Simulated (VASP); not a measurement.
# TiO (Pm-3m) in VASP: notebook

One crystal, TiO, is run at these levels: r2SCAN+U; tasks: single point.

Everything below comes from runs of VASP 6.6.1. Logs are shortened: lines on timing, memory, paths and dates and some standing lists are left out, and cuts for length are marked.

### Step 1. Starting point

Symmetry: Pm-3m, No. 221, cubic system. Conventional cell: a = 2.708 Å, b = 2.708 Å, c = 2.708 Å, α = 90.00°, β = 90.00°, γ = 90.00°. Around Ti (site symmetry m-3m) lie 8 O at 2.35 Å. O (site symmetry m-3m) has 8 Ti at 2.35 Å as nearest neighbours.

The cell comes from a database or a generator and needn't be the stable form of this composition.

### Step 2. Single point, r2SCAN+U, collinear spin, ferromagnetic start

INCAR

```
  ALGO = Normal
  EDIFF = 1E-7
  ENCUT = 520
  ISIF = 2
  ISMEAR = 0
  ISPIN = 2
  LASPH = T
  LCHARG = F
  LDAU = T
  LDAUJ = 0 0
  LDAUL = 2 -1
  LDAUPRINT = 1
  LDAUTYPE = 2
  LDAUU = 4 0
  LMAXMIX = 4
  LMIXTAU = T
  LORBIT = 11
  LREAL = F
  LWAVE = F
  MAGMOM = 1 0
  METAGGA = R2SCAN
  NELM = 60
  PREC = Accurate
  SIGMA = 0.05
```

KPOINTS

```
k-points
0
Gamma
  7 7 7
```

POSCAR

```
TiO
1.0
    2.7083400800      0.0000000000      0.0000000000
    0.0000000000      2.7083400800      0.0000000000
    0.0000000000      0.0000000000      2.7083400800
Ti O
1 1
Direct
    0.0000000000      0.0000000000      0.0000000000
    0.5000000000      0.5000000000      0.5000000000
```

Potentials or basis: VASP PAW PBE potentials, release 64 (Ti_sv, O).

Command:

```bash
$ cat potpaw_PBE.64/Ti_sv/POTCAR potpaw_PBE.64/O/POTCAR > POTCAR
$ mpirun -np 1 vasp_std > vasp.out
```

OUTCAR:

```text
EDIFF = 1E-7
   ENCUT = 520
   ISIF = 2
   ISMEAR = 0
   ISPIN = 2
   LASPH = T
   LORBIT = 11
   LREAL = F
   METAGGA = R2SCAN
   NELM = 60
   PREC = Accurate

 ion  position               nearest neighbor table
   1  0.000  0.000  0.000-   2 2.35   2 2.35   2 2.35   2 2.35   2 2.35   2 2.35   2 2.35   2 2.35

   2  0.500  0.500  0.500-   1 2.35   1 2.35   1 2.35   1 2.35   1 2.35   1 2.35   1 2.35   1 2.35

  LATTYP: Found a simple cubic cell.
 ALAT       =     2.7083400800

  Lattice vectors:

 A1 = (   2.7083400800,   0.0000000000,   0.0000000000)
 A2 = (   0.0000000000,   2.7083400800,   0.0000000000)
 A3 = (   0.0000000000,   0.0000000000,   2.7083400800)

Analysis of symmetry for initial positions (statically):
=====================================================================
 Subroutine PRICEL returns:
 Original cell was already a primitive cell.

 Routine SETGRP: Setting up the symmetry group for a
 simple cubic supercell.

 Subroutine GETGRP returns: Found 48 space group operations
 (whereof 48 operations were pure point group operations)
 out of a pool of 48 trial point group operations.

The static configuration has the point symmetry O_h .

Analysis of symmetry for dynamics (positions and initial velocities):
=====================================================================
 Subroutine PRICEL returns:
 Original cell was already a primitive cell.

 Routine SETGRP: Setting up the symmetry group for a
 simple cubic supercell.

 Subroutine GETGRP returns: Found 48 space group operations
 (whereof 48 operations were pure point group operations)
 out of a pool of 48 trial point group operations.

The dynamic configuration has the point symmetry O_h .

Analysis of structural, dynamic, and magnetic symmetry:
=====================================================================
 Subroutine PRICEL returns:
 Original cell was already a primitive cell.

 Routine SETGRP: Setting up the symmetry group for a
 simple cubic supercell.

 Subroutine GETGRP returns: Found 48 space group operations
 (whereof 48 operations were pure point group operations)
 out of a pool of 48 trial point group operations.

The overall configuration has the point symmetry O_h .

 Subroutine INISYM returns: Found 48 space group operations
 (whereof 48 operations are pure point group operations),
 and found     1 'primitive' translations

----------------------------------------------------------------------------------------

                                     Primitive cell

  volume of cell :      19.8660

  direct lattice vectors                    reciprocal lattice vectors
     2.708340080  0.000000000  0.000000000     0.369229849  0.000000000  0.000000000
     0.000000000  2.708340080  0.000000000     0.000000000  0.369229849  0.000000000
     0.000000000  0.000000000  2.708340080     0.000000000  0.000000000  0.369229849

  length of vectors
     2.708340080  2.708340080  2.708340080     0.369229849  0.369229849  0.369229849

  position of ions in fractional coordinates (direct lattice)
     0.000000000  0.000000000  0.000000000
     0.500000000  0.500000000  0.500000000

  ion indices of the primitive-cell ions
   primitive index   ion index
                 1           1
                 2           2

----------------------------------------------------------------------------------------

 KPOINTS: k-points

Automatic generation of k-mesh.
 Grid dimensions read from file:
 generate k-points for:    7    7    7

 Generating k-lattice:

  Cartesian coordinates                     Fractional coordinates (reciprocal lattice)
     0.052747121  0.000000000  0.000000000     0.142857143  0.000000000  0.000000000
     0.000000000  0.052747121  0.000000000     0.000000000  0.142857143  0.000000000
     0.000000000  0.000000000  0.052747121     0.000000000  0.000000000  0.142857143

  Length of vectors
     0.052747121  0.052747121  0.052747121

  Shift w.r.t. Gamma in fractional coordinates (k-lattice)
     0.000000000  0.000000000  0.000000000

 Subroutine IBZKPT returns following result:
 ===========================================

 Found     20 irreducible k-points:

 Following reciprocal coordinates:
            Coordinates               Weight
  0.000000  0.000000  0.000000      1.000000
  0.142857  0.000000  0.000000      6.000000
  0.285714  0.000000  0.000000      6.000000
  0.428571  0.000000  0.000000      6.000000
  0.142857  0.142857  0.000000     12.000000
  0.285714  0.142857  0.000000     24.000000
[... 12 lines left out ...]
  0.428571  0.428571  0.285714     24.000000
[... 36 lines left out ...]
   IALGO  =     38    algorithm
   IMIX   =      4    mixing-type and parameters
     AMIX     =   0.40;   BMIX     =  1.00
     AMIX_MAG =   1.60;   BMIX_MAG =  1.00
  volume/ion in A,a.u.               =       9.93        67.03
  Fermi-wavevector in a.u.,A,eV,Ry     =   1.584148  2.993606 34.144167  2.509525
  Thomas-Fermi vector in A             =   2.683810
[... 60 lines left out ...]
  o =  0.3709  v =  0.0000  0.0000  0.0000  0.0000  0.0000  0.0000 -0.0000  0.9807  0.0000 -0.1956      0.0000  0.0000  0.0000  0.0000  0.0000  0.0000  0.0000  0.0000  0.0000  0.0000
  o =  0.4608  v =  0.0000 -0.0000 -0.1263  0.0000 -0.9920  0.0000  0.0000  0.0000  0.0000  0.0000      0.0000  0.0000  0.0000  0.0000  0.0000  0.0000  0.0000  0.0000  0.0000  0.0000
  o =  0.4608  v =  0.0000 -0.0000  0.9920 -0.0000 -0.1263  0.0000  0.0000  0.0000  0.0000  0.0000      0.0000  0.0000  0.0000  0.0000  0.0000  0.0000  0.0000  0.0000  0.0000  0.0000

 number of electron      18.0000003 magnetization       0.2157325

 Free energy of the ion-electron system (eV)
  ---------------------------------------------------
  ext. energy  EPLUGINS =         0.00000000
  ---------------------------------------------------
  free energy    TOTEN  =       -20.65599651 eV

  energy without entropy =      -20.65537112  energy(sigma->0) =      -20.65568382

 E-fermi :  11.3772     XC(G=0): -13.5068

 val. band max:       11.3431206014   @ k =   0.4286   0.2857   0.2857
 cond. band min:      11.4862577185   @ k =   0.2857   0.2857   0.2857
 fundamental gap:      0.1431371171
 Fermi energy:        11.3772281393

 spin component 1

 k-point     1 :       0.0000    0.0000    0.0000
  band No.  band energies     occupation
      1     -49.3347      1.00000
      2     -24.1972      1.00000
      3     -24.1972      1.00000
      4     -24.1971      1.00000
      5     -11.1927      1.00000
      6       6.7462      1.00000
      7       6.7462      1.00000
      8       6.7462      1.00000
      9       8.1061      1.00000
     10       8.1062      1.00000
     11      12.9897      0.00000
     12      15.2001      0.00000
[... 310 lines left out ...]
  band No.  band energies     occupation
      1     -49.0596      1.00000
      2     -24.7047      1.00000
      3     -24.6970      1.00000
      4     -24.6970      1.00000
      5      -9.2441      1.00000
      6       3.3085      1.00000
      7       3.3085      1.00000
      8       3.5076      1.00000
      9      13.7209      0.00000
     10      13.7209      0.00000
     11      14.8306      0.00000
     12      15.4323      0.00000
     13      15.4323      0.00000
     14      19.4972      0.00000
 Fermi energy:        11.3772281393

 spin component 2

 k-point     1 :       0.0000    0.0000    0.0000
  band No.  band energies     occupation
      1     -49.1325      1.00000
      2     -23.9920      1.00000
      3     -23.9919      1.00000
      4     -23.9919      1.00000
      5     -11.1640      1.00000
      6       6.7774      1.00000
      7       6.7774      1.00000
      8       6.7774      1.00000
      9       8.7594      1.00000
     10       8.7595      1.00000
     11      13.1558      0.00000
     12      15.2964      0.00000
[... 311 lines left out ...]
      1     -48.8597      1.00000
      2     -24.4922      1.00000
      3     -24.4843      1.00000
      4     -24.4843      1.00000
      5      -9.2127      1.00000
      6       3.3324      1.00000
      7       3.3324      1.00000
      8       3.5326      1.00000
      9      14.4275      0.00000
     10      14.4275      0.00000
     11      14.9291      0.00000
     12      15.5476      0.00000
     13      15.5476      0.00000
     14      19.6690      0.00000

------------------------ aborting loop because EDIFF is reached ----------------------------------------

  FORCE on cell =-STRESS in cart. coord.  units (eV):
  Direction    XX          YY          ZZ          XY          YZ          ZX
  --------------------------------------------------------------------------------------
  -------------------------------------------------------------------------------------
  Total       -1.0592972     -1.0592972     -1.0592972     -0.0000000     -0.0000000      0.0000000
  in kB      -85.4316553    -85.4316553    -85.4316553     -0.0000000     -0.0000000      0.0000000
  external PRESSURE =     -85.4316553 kB  Pullay stress =       0.0000000 kB

 VOLUME and BASIS-vectors are now :
 -----------------------------------------------------------------------------
  energy-cutoff  :      520.00
  volume of cell :       19.87
      direct lattice vectors                 reciprocal lattice vectors
     2.708340080  0.000000000  0.000000000     0.369229849  0.000000000  0.000000000
     0.000000000  2.708340080  0.000000000     0.000000000  0.369229849  0.000000000
     0.000000000  0.000000000  2.708340080     0.000000000  0.000000000  0.369229849

 POSITION                                       TOTAL-FORCE (eV/Angst)
 -----------------------------------------------------------------------------------
      0.00000      0.00000      0.00000         0.000000      0.000000      0.000000
      1.35417      1.35417      1.35417         0.000000      0.000000      0.000000
 -----------------------------------------------------------------------------------
    total drift:                                0.000000      0.000000      0.000000

  FREE ENERGIE OF THE ION-ELECTRON SYSTEM (eV)
  ---------------------------------------------------
  free  energy   TOTEN  =       -20.6559965080 eV

  energy  without entropy=      -20.6553711232  energy(sigma->0) =      -20.65568382

 total charge

# of ion       s       p       d       tot
------------------------------------------
    1        2.136   6.099   1.990  10.225
    2        1.553   3.497   0.000   5.050
--------------------------------------------------
tot          3.690   9.596   1.990  15.276

 magnetization (x)

# of ion       s       p       d       tot
------------------------------------------
    1       -0.000   0.005   0.180   0.185
    2        0.001   0.013   0.000   0.014
--------------------------------------------------
tot          0.001   0.018   0.180   0.199
```

Run time: 1.9 min. Hardware: 1 thread of Intel Xeon Platinum 8259CL at 2.50GHz (Skylake/Cascade Lake), shared host; peak memory 0.14 GiB.

What came out:

- Free energy: -20.6560 eV
- Pressure: -8.5 GPa
- Band gap on the k mesh: none (metal or under the smearing width)
- Net moment: 0.22 μB per cell
- Site moments: Ti +0.18; O +0.01 μB
- Valence electrons inside the program's atomic spheres: Ti 10.22; O 5.05

Levels at points of the mesh, in eV from the Fermi level:
Spin up:
| k point | band 6 | band 7 | band 8 | band 9 | band 10 | band 11 | band 12 | band 13 |
| --- | --- | --- | --- | --- | --- | --- | --- | --- |
| (0.00, 0.00, 0.00) | -4.63 | -4.63 | -4.63 | -3.27 | -3.27 | 1.61 | 3.82 | 3.82 |
Spin down:
```tsv
k point	band 5	band 6	band 7	band 8	band 9	band 10	band 11	band 12	band 13	band 14
(0.00, 0.00, 0.00)	-22.54	-4.60	-4.60	-4.60	-2.62	-2.62	1.78	3.92	3.92	3.92
```

Eigenvalues of the final occupation matrices:
```csv
site,spin,trace,eigenvalues
site 1 d,1,1.10,0.06 0.06 0.06 0.46 0.46
site 1 d,2,0.92,0.06 0.06 0.06 0.37 0.37
```

Caveat: the PAW data sets were made with another functional, which shifts forces and pressure a little. The state reached can hang on the start; a lower one may exist.

### Step 3. Single point, r2SCAN+U, collinear spin, antiferromagnetic start

This run uses another cell than the first one: it holds 4 atoms, not 2.

INCAR

```
ALGO = Normal
EDIFF = 1E-6
ENCUT = 520
ISIF = 2
ISMEAR = 0
ISPIN = 2
LASPH = T
LCHARG = F
LDAU = T
LDAUJ = 0 0
LDAUL = 2 -1
LDAUPRINT = 1
LDAUTYPE = 2
LDAUU = 4 0
LMAXMIX = 4
LMIXTAU = T
LORBIT = 11
LREAL = F
LWAVE = F
MAGMOM = 1 -1 0 0
METAGGA = R2SCAN
NBANDS = 30
NELM = 100
PREC = Accurate
SIGMA = 0.05
```

KPOINTS

```
k-points
0
Gamma
  6 6 6
```

POSCAR

```
TiO
1.0
    0.0000000000      2.7083400800      2.7083400800
    2.7083400800      0.0000000000      2.7083400800
    2.7083400800      2.7083400800      0.0000000000
Ti O
2 2
Direct
    0.0000000000      0.0000000000      0.0000000000
    0.5000000000      0.5000000000      0.5000000000
    0.2500000000      0.2500000000      0.2500000000
    0.7500000000      0.7500000000      0.7500000000
```

Potentials or basis: VASP PAW PBE potentials, release 64 (Ti_sv, O).

Command:

```bash
$ cat potpaw_PBE.64/Ti_sv/POTCAR potpaw_PBE.64/O/POTCAR > POTCAR
$ mpirun -np 1 vasp_std > vasp.out
```

Run time: 5.2 min. Hardware: 1 thread of Intel Xeon Platinum 8259CL at 2.50GHz (Skylake/Cascade Lake), shared host; peak memory 0.19 GiB.

Results (log left out):

* Free energy: -43.1761 eV
* Pressure: 4.3 GPa
* Band gap on the k mesh: 3.63 eV
* Net moment: 0.00 μB per cell
* Site moments: Ti +1.52, -1.52; O +0.00 μB
* Valence electrons inside the program's atomic spheres: Ti 10.27; O 5.07

Levels at points of the mesh, in eV from the valence-band top:
Spin up:
```
           k point  band 14  band 15  band 16  band 17  band 18  band 19  band 20  band 21  band 22  band 23
(0.00, 0.00, 0.00)    -2.41    -2.41    -2.41    -1.46    -1.46     4.07     6.22     6.22     6.22     6.90
(0.50, 0.00, 0.00)    -4.36    -4.36    -4.32    -0.05    -0.05     4.74     4.96     4.96     5.57     5.73
(0.50, 0.50, 0.00)    -2.82    -2.82    -1.82    -0.85    -0.57     3.63     4.78     4.78     5.22     6.71
```
Spin down:
| k point | band 14 | band 15 | band 16 | band 17 | band 18 | band 19 | band 20 | band 21 | band 22 | band 23 |
| --- | --- | --- | --- | --- | --- | --- | --- | --- | --- | --- |
| (0.00, 0.00, 0.00) | -2.41 | -2.41 | -2.41 | -1.46 | -1.46 | 4.07 | 6.22 | 6.22 | 6.22 | 6.90 |
| (0.50, 0.00, 0.00) | -4.36 | -4.36 | -4.32 | -0.05 | -0.05 | 4.74 | 4.96 | 4.96 | 5.57 | 5.73 |
| (0.50, 0.50, 0.00) | -2.82 | -2.82 | -1.82 | -0.85 | -0.57 | 3.63 | 4.78 | 4.78 | 5.22 | 6.71 |

Eigenvalues of the final occupation matrices:
```csv
site,spin,trace,eigenvalues
site 1 d,1,1.80,0.06 0.06 0.06 0.81 0.81
site 1 d,2,0.28,0.05 0.05 0.05 0.06 0.06
site 2 d,1,0.28,0.05 0.05 0.05 0.06 0.06
site 2 d,2,1.80,0.06 0.06 0.06 0.81 0.81
```

Caveat: the PAW data sets were made with another functional, which shifts forces and pressure a little. A k mesh can miss the band edges.

### Step 4. Single point, r2SCAN+U, collinear spin, zero start

INCAR

```
SYSTEM = TiO
PREC = Accurate
ENCUT = 520
EDIFF = 1E-7
ISMEAR = 0
SIGMA = 0.05
LREAL = .False.
LASPH = .True.
NELM = 80
ALGO = Normal
ISIF = 2
LWAVE = .False.
LCHARG = .True.
ISPIN = 2
MAGMOM = 0 0
LORBIT = 11
LMAXMIX = 4
LDAU = .True.
LDAUTYPE = 2
LDAUL = 2 -1
LDAUU = 4 0
LDAUJ = 0 0
LDAUPRINT = 1
METAGGA = R2SCAN
LMIXTAU = .True.
LELF = .True.
LVHAR = .True.
NBANDS = 20
```

KPOINTS

```
Automatic mesh
0
Gamma
  7 7 7
  0 0 0
```

POSCAR

```
TiO
1.0
    2.7083400800      0.0000000000      0.0000000000
    0.0000000000      2.7083400800      0.0000000000
    0.0000000000      0.0000000000      2.7083400800
Ti O
1 1
Direct
    0.0000000000      0.0000000000      0.0000000000
    0.5000000000      0.5000000000      0.5000000000
```

Command:

```bash
$ cat potpaw_PBE.64/Ti_sv/POTCAR potpaw_PBE.64/O/POTCAR > POTCAR
$ mpirun -np 1 vasp_std > vasp.out
```

Wall time 88 s (1 thread of Intel Xeon Platinum 8259CL at 2.50GHz (Skylake/Cascade Lake), shared host); peak memory 0.14 GiB.

The run converged. Its results:

```
Free energy                                           : -20.6560 eV
Pressure                                              : -8.5 GPa
Band gap on the k mesh                                : none (metal or under the smearing width)
Net moment                                            : 0.22 μB per cell
Site moments                                          : Ti +0.18; O +0.01 μB
Valence electrons inside the program's atomic spheres : Ti 10.22; O 5.05
```

Levels at points of the mesh, in eV from the Fermi level:
Spin up:
```csv
k point,band 6,band 7,band 8,band 9,band 10,band 11,band 12,band 13
"(0.00, 0.00, 0.00)",-4.63,-4.63,-4.63,-3.27,-3.27,1.61,3.82,3.82
```
Spin down:
| k point | band 6 | band 7 | band 8 | band 9 | band 10 | band 11 | band 12 | band 13 |
| --- | --- | --- | --- | --- | --- | --- | --- | --- |
| (0.00, 0.00, 0.00) | -4.60 | -4.60 | -4.60 | -2.62 | -2.62 | 1.78 | 3.92 | 3.92 |

Eigenvalues of the final occupation matrices:
```csv
site,spin,trace,eigenvalues
site 1 d,1,1.10,0.06 0.06 0.06 0.46 0.46
site 1 d,2,0.92,0.06 0.06 0.06 0.37 0.37
```

Caveat: the PAW data sets were made with another functional, which shifts forces and pressure a little.

### Step 5. Single point, r2SCAN+U, collinear spin, random start

INCAR

```
SYSTEM = TiO
  PREC = Accurate
  ENCUT = 520
  EDIFF = 1E-7
  ISMEAR = 0
  SIGMA = 0.05
  LREAL = .False.
  LASPH = .True.
  NELM = 100
  ALGO = Normal
  ISIF = 2
  LWAVE = .False.
  LCHARG = .False.
  ISPIN = 2
  MAGMOM = -0.05 0
  LORBIT = 11
  LMAXMIX = 4
  LDAU = .True.
  LDAUTYPE = 2
  LDAUL = 2 -1
  LDAUU = 4 0
  LDAUJ = 0 0
  LDAUPRINT = 1
  METAGGA = R2SCAN
  LMIXTAU = .True.
```

KPOINTS

```
regular mesh
0
Gamma
  7 7 7
  0 0 0
```

POSCAR is that of step 4.

Command:

```bash
$ cat potpaw_PBE.64/Ti_sv/POTCAR potpaw_PBE.64/O/POTCAR > POTCAR
$ mpirun -np 1 vasp_std > vasp.out
```

It took 99 s on 1 thread of Intel Xeon Platinum 8259CL at 2.50GHz (Skylake/Cascade Lake), shared host; peak memory 0.14 GiB.

It converged, with:

| Property | Result |
| --- | --- |
| Free energy | -20.6560 eV |
| Pressure | -8.5 GPa |
| Band gap on the k mesh | none (metal or under the smearing width) |
| Net moment | 0.22 μB per cell |
| Site moments | Ti +0.18; O +0.01 μB |
| Valence electrons inside the program's atomic spheres | Ti 10.22; O 5.05 |

Levels at points of the mesh, in eV from the Fermi level:
Spin up:
| k point | band 6 | band 7 | band 8 | band 9 | band 10 | band 11 | band 12 | band 13 |
| --- | --- | --- | --- | --- | --- | --- | --- | --- |
| (0.00, 0.00, 0.00) | -4.63 | -4.63 | -4.63 | -3.27 | -3.27 | 1.61 | 3.82 | 3.82 |
Spin down:
| k point | band 6 | band 7 | band 8 | band 9 | band 10 | band 11 | band 12 | band 13 |
| --- | --- | --- | --- | --- | --- | --- | --- | --- |
| (0.00, 0.00, 0.00) | -4.60 | -4.60 | -4.60 | -2.62 | -2.62 | 1.78 | 3.92 | 3.92 |

Eigenvalues of the final occupation matrices:
```csv
site,spin,trace,eigenvalues
site 1 d,1,1.10,0.06 0.06 0.06 0.46 0.46
site 1 d,2,0.92,0.06 0.06 0.06 0.37 0.37
```

Caveat: the PAW data sets were made with another functional, which shifts forces and pressure a little. The state reached can hang on the start; a lower one may exist.

### Step 6. The runs side by side

| spin | k mesh | supercell matrix | gap on the mesh (eV) | pressure (GPa) | moment (μB) |
| --- | --- | --- | --- | --- | --- |
| collinear, ferromagnetic start | 7 × 7 × 7 | - | none | -8.5 | 0.22 |
| collinear, antiferromagnetic start | 6 × 6 × 6 | [0, 1, 1, 1, 0, 1, 1, 1, 0] | 3.63 | 4.3 | 0.00 |
| collinear, zero start | 7 × 7 × 7 | - | none | -8.5 | 0.22 |
| collinear, random start | 7 × 7 × 7 | - | none | -8.5 | 0.22 |

Alike in all rows: task single point; level r2SCAN+U; potentials or basis VASP PAW PBE potentials, release 64 (Ti_sv, O); Ti d U = 4 eV; cell as given; cutoff (eV) 520; smearing gaussian 0.05 eV.

On the cell as given the gap runs from zero (r2SCAN+U) to 3.63 eV (r2SCAN+U); the meshes differ, which moves gaps too.

Caveats: the PAW data sets were made with another functional, which shifts forces and pressure a little.

Absolute energies hang on the potentials; compare differences alone.
